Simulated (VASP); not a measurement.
# Ba (Pm-3m) in VASP: further runs

The runs below take Ba through single point, with PBEsol+D3(BJ), BLYP.

All numbers are computed with VASP 6.6.1; they aren't measurements. Logs are shortened: lines on timing, memory, paths and dates and some standing lists are left out, and cuts for length are marked.

### 1 The cell of the first run

It takes space group Pm-3m (No. 221, cubic). The conventional cell has a = 3.563 Å, b = 3.563 Å, c = 3.563 Å, α = 90.00°, β = 90.00°, γ = 90.00°. Ba (site symmetry m-3m) has 6 Ba at 3.56 Å as nearest neighbours.

This isn't the form of Ba at room conditions, which is bcc.

### 2 Single point, PBEsol+D3(BJ), non-collinear spin, zero start, spin-orbit coupling (volume scaled by 0.94)

INCAR

```
PREC     = Accurate       # precision mode
ENCUT    = 520            # plane-wave cutoff, eV
EDIFF    = 1E-7           # SCF threshold, eV
ISMEAR   = 0              # smearing method
SIGMA    = 0.01           # smearing width, eV
LREAL    = False          # projectors in reciprocal space
LASPH    = True           # aspherical terms in the spheres
NELM     = 150            # most SCF steps
ALGO     = Normal         # electronic algorithm
ISIF     = 2              # what is computed and relaxed
LWAVE    = False          # write WAVECAR
LCHARG   = False          # write CHGCAR
MAGMOM   = 0 0 0          # initial moments
LORBIT   = 11             # projections on sites
LSORBIT  = True           # spin-orbit coupling
GGA_COMPAT= False        
LORBMOM  = True         
GGA      = PS             # functional
IVDW     = 12             # dispersion correction
NBANDS   = 21             # bands
```

KPOINTS

```
regular mesh
0
Gamma
  7 7 7
```

POSCAR

```
Ba
1.0
    3.5626437861      0.0000000000      0.0000000000
    0.0000000000      3.5626437861      0.0000000000
    0.0000000000      0.0000000000      3.5626437861
Ba
1
Direct
    0.0000000000      0.0000000000      0.0000000000
```

Potentials or basis: VASP PAW PBE potentials, release 64 (Ba_sv).

The run is started by

```console
> cat potpaw_PBE.64/Ba_sv/POTCAR > POTCAR
> mpirun -np 1 vasp_ncl > vasp.out
```

OUTCAR:

```text
PREC = Accurate
   ENCUT = 520
   EDIFF = 1E-7
   ISMEAR = 0
   LREAL = False
   LASPH = True
   NELM = 150
   ISIF = 2
   LORBIT = 11
   LSORBIT = True
   GGA = PS
   IVDW = 12
 IVDW          = 12

 ion  position               nearest neighbor table
   1  0.000  0.000  0.000-

  LATTYP: Found a simple cubic cell.
 ALAT       =     3.5626437861

  Lattice vectors:

 A1 = (   3.5626437861,   0.0000000000,   0.0000000000)
 A2 = (   0.0000000000,   3.5626437861,   0.0000000000)
 A3 = (   0.0000000000,   0.0000000000,   3.5626437861)

Analysis of symmetry for initial positions (statically):
=====================================================================
 Subroutine PRICEL returns:
 Original cell was already a primitive cell.

 Routine SETGRP: Setting up the symmetry group for a
 simple cubic supercell.

 Subroutine GETGRP returns: Found 48 space group operations
 (whereof 48 operations were pure point group operations)
 out of a pool of 48 trial point group operations.

The static configuration has the point symmetry O_h .

Analysis of symmetry for dynamics (positions and initial velocities):
=====================================================================
 Subroutine PRICEL returns:
 Original cell was already a primitive cell.

 Routine SETGRP: Setting up the symmetry group for a
 simple cubic supercell.

 Subroutine GETGRP returns: Found 48 space group operations
 (whereof 48 operations were pure point group operations)
 out of a pool of 48 trial point group operations.

The dynamic configuration has the point symmetry O_h .

Analysis of structural, dynamic, and magnetic symmetry:
=====================================================================
 Subroutine PRICEL returns:
 Original cell was already a primitive cell.

 Routine SETGRP: Setting up the symmetry group for a
 simple cubic supercell.

 Subroutine GETGRP returns: Found 48 space group operations
 (whereof 48 operations were pure point group operations)
 out of a pool of 48 trial point group operations.

The overall configuration has the point symmetry O_h .

 Subroutine INISYM returns: Found 48 space group operations
 (whereof 48 operations are pure point group operations),
 and found     1 'primitive' translations
[... 144 lines left out ...]

 E-fermi :   2.6371     XC(G=0):  -8.6542

 val. band max:        2.5743006491   @ k =   0.1429   0.0000   0.0000
 cond. band min:       2.8229580362   @ k =   0.4286   0.1429   0.1429
 fundamental gap:      0.2486573871
 Fermi energy:         2.6371343248

 k-point     1 :       0.0000    0.0000    0.0000
  band No.  band energies     occupation
      1     -26.1743      1.00000
      2     -26.1743      1.00000
      3     -11.9464      1.00000
      4     -11.9464      1.00000
      5      -9.8839      1.00000
      6      -9.8839      1.00000
[... 469 lines left out ...]
     20      10.2658      0.00000
     21      11.4235      0.00000

------------------------ aborting loop because EDIFF is reached ----------------------------------------

 Edisp (eV)   -0.35340

 E8    (eV) :    -0.2788

  FORCE on cell =-STRESS in cart. coord.  units (eV):
  Direction    XX          YY          ZZ          XY          YZ          ZX
  --------------------------------------------------------------------------------------
  -------------------------------------------------------------------------------------
  Total       0.30407     0.30407     0.30407     0.00000     0.00000    -0.00000
  in kB      10.77385    10.77385    10.77385     0.00000     0.00000    -0.00000
  external pressure =       10.77 kB  Pullay stress =        0.00 kB

 VOLUME and BASIS-vectors are now :
 -----------------------------------------------------------------------------
  energy-cutoff  :      520.00
  volume of cell :       45.22
      direct lattice vectors                 reciprocal lattice vectors
     3.562643786  0.000000000  0.000000000     0.280690425  0.000000000  0.000000000
     0.000000000  3.562643786  0.000000000     0.000000000  0.280690425  0.000000000
     0.000000000  0.000000000  3.562643786     0.000000000  0.000000000  0.280690425

 POSITION                                       TOTAL-FORCE (eV/Angst)
 -----------------------------------------------------------------------------------
      0.00000      0.00000      0.00000         0.000000      0.000000      0.000000
 -----------------------------------------------------------------------------------
    total drift:                               -0.000000      0.000000     -0.000000

  FREE ENERGIE OF THE ION-ELECTRON SYSTEM (eV)
  ---------------------------------------------------
  free  energy   TOTEN  =        -2.3338483067 eV

  energy  without entropy=       -2.3338483067  energy(sigma->0) =       -2.33384831

 orbital moment (x)

 # of ion     p       d       tot
 ----------------------------------------
  1         0.000  -0.000  -0.000
 ----------------------------------------
            0.000  -0.000  -0.000

 orbital moment (y)

 # of ion     p       d       tot
 ----------------------------------------
  1         0.000  -0.000  -0.000
 ----------------------------------------
            0.000  -0.000  -0.000

 orbital moment (z)

 # of ion     p       d       tot
 ----------------------------------------
  1         0.000  -0.000  -0.000
 ----------------------------------------
            0.000  -0.000  -0.000

 Spin-Orbit-Coupling matrix elements

 Ion:    1  E_soc:     -0.4067529
 l=   1
     0.0000000    -0.0674466    -0.0674466
    -0.0674466     0.0000000    -0.0674466
    -0.0674466    -0.0674466     0.0000000
 l=   2
     0.0000000    -0.0002093     0.0000000    -0.0002093    -0.0001362
    -0.0002093     0.0000000    -0.0001022    -0.0002093    -0.0000341
     0.0000000    -0.0001022     0.0000000    -0.0001022     0.0000000
    -0.0002093    -0.0002093    -0.0001022     0.0000000    -0.0000341
    -0.0001362    -0.0000341     0.0000000    -0.0000341     0.0000000
 l=   3
     0.0000000     0.0000000     0.0000000     0.0000000     0.0000000     0.0000000     0.0000000
     0.0000000     0.0000000     0.0000000     0.0000000     0.0000000     0.0000000     0.0000000
     0.0000000     0.0000000     0.0000000     0.0000000     0.0000000     0.0000000     0.0000000
     0.0000000     0.0000000     0.0000000     0.0000000     0.0000000     0.0000000     0.0000000
     0.0000000     0.0000000     0.0000000     0.0000000     0.0000000     0.0000000     0.0000000
     0.0000000     0.0000000     0.0000000     0.0000000     0.0000000     0.0000000     0.0000000
     0.0000000     0.0000000     0.0000000     0.0000000     0.0000000     0.0000000     0.0000000

 total charge

# of ion       s       p       d       tot
------------------------------------------
    1        2.055   5.503   0.489   8.048

 magnetization (x)

# of ion       s       p       d       tot
------------------------------------------
    1        0.000   0.000   0.000   0.000

 magnetization (y)

# of ion       s       p       d       tot
------------------------------------------
    1       -0.000   0.000   0.000  -0.000

 magnetization (z)

# of ion       s       p       d       tot
------------------------------------------
    1        0.000   0.000   0.000   0.000
```

OSZICAR:

```text
N       E                     dE             d eps       ncg     rms          rms(c)
DAV:   1     0.622682270630E+02    0.62268E+02   -0.42742E+03   840   0.820E+02
DAV:   2     0.176024052138E+01   -0.60508E+02   -0.58130E+02  1113   0.171E+02
DAV:   3    -0.190553696415E+01   -0.36658E+01   -0.35901E+01  1136   0.399E+01
DAV:   4    -0.201895822623E+01   -0.11342E+00   -0.11337E+00  1167   0.533E+00
DAV:   5    -0.201982016965E+01   -0.86194E-03   -0.86191E-03  1115   0.440E-01    0.323E+00
DAV:   6    -0.199267770548E+01    0.27142E-01   -0.22890E-02  1152   0.119E+00    0.181E+00
DAV:   7    -0.198051271702E+01    0.12165E-01   -0.32122E-02  1232   0.136E+00    0.156E-01
DAV:   8    -0.198046856311E+01    0.44154E-04   -0.38288E-04  1035   0.170E-01    0.856E-02
DAV:   9    -0.198045505492E+01    0.13508E-04   -0.16171E-04  1060   0.102E-01    0.115E-02
DAV:  10    -0.198044954271E+01    0.55122E-05   -0.10517E-05  1021   0.260E-02    0.611E-03
DAV:  11    -0.198044899071E+01    0.55200E-06   -0.59983E-07  1041   0.568E-03    0.109E-03
DAV:  12    -0.198044902054E+01   -0.29828E-07   -0.20599E-08   643   0.124E-03
   1 F= -.23338483E+01 E0= -.23338483E+01  d E =-.704739E-21  mag=    -0.0000     0.0000     0.0000
```

stdout:

```text
POSCAR found type information on POSCAR Ba
 POSCAR found :  1 types and       1 ions
 scaLAPACK will be used
 -----------------------------------------------------------------------------
|                                                                             |
|                                                                             |
|     You enforced a specific xc type in the INCAR file but a different       |
|     I HOPE YOU KNOW WHAT YOU ARE DOING!                                     |
|                                                                             |
 -----------------------------------------------------------------------------

 LDA part: xc-table for (Slater+PW92), standard interpolation
 POSCAR, INCAR and KPOINTS ok, starting setup
 FFT: planning ... GRIDC
 FFT: planning ... GRID_SOFT
 FFT: planning ... GRID
 WAVECAR not read
 entering main loop
```

It took 23 s on 1 thread of Intel Xeon Platinum 8488C (Sapphire Rapids), shared host; peak memory 0.25 GiB.

What came out:

```yaml
Free_energy: -2.3338 eV
Pressure: 1.1 GPa
Net_moment: 0.00 μB per cell
Valence_electrons_inside_the_program's_atomic_spheres: Ba 8.05
Dispersion_energy_per_atom: -0.353 eV
```

Moments on the atoms (μB; x, y, z):
```
Ba  0.00 0.00 0.00
```

Caveat: the PAW data sets were made with another functional, which shifts forces and pressure a little.

### 3 Single point, BLYP, non-collinear spin, zero start, spin-orbit coupling (volume scaled by 0.8)

INCAR

```
SYSTEM = Ba
  PREC = Accurate
  ENCUT = 520
  EDIFF = 1E-6
  ISMEAR = 1
  SIGMA = 0.1
  LREAL = .FALSE.
  LASPH = .TRUE.
  NELM = 150
  ALGO = Normal
  ISIF = 2
  LWAVE = .FALSE.
  LCHARG = .TRUE.
  MAGMOM = 0 0 0
  LORBIT = 11
  LSORBIT = .TRUE.
  GGA_COMPAT = .FALSE.
  LORBMOM = .TRUE.
  GGA = B5
  ALDAX = 1.0
  AGGAX = 1.0
  AGGAC = 1.0
  ALDAC = 0.0
  LVHAR = .TRUE.
  NBANDS = 21
```

KPOINTS

```
Automatic mesh
0
G
  5 5 5
  0 0 0
```

POSCAR

```
Ba
1.0
    3.6368867978      0.0000000000      0.0000000000
    0.0000000000      3.6368867978      0.0000000000
    0.0000000000      0.0000000000      3.6368867978
Ba
1
Direct
    0.0000000000      0.0000000000      0.0000000000
```

Potentials or basis: VASP PAW PBE potentials, release 64 (Ba_sv).

The run is started by

```console
> cat potpaw_PBE.64/Ba_sv/POTCAR > POTCAR
> mpirun -np 1 vasp_ncl > vasp.out
```

Wall time 21 s (1 thread of Intel Xeon Platinum 8488C (Sapphire Rapids), shared host); peak memory 0.23 GiB.

Results (log left out):

```yaml
Free_energy: -0.9140 eV
Pressure: 4.9 GPa
Net_moment: 0.00 μB per cell
Valence_electrons_inside_the_program's_atomic_spheres: Ba 8.04
```

Moments on the atoms (μB; x, y, z):
```
Ba  0.00 0.00 0.00
```

Caveat: the PAW data sets were made with another functional, which shifts forces and pressure a little.
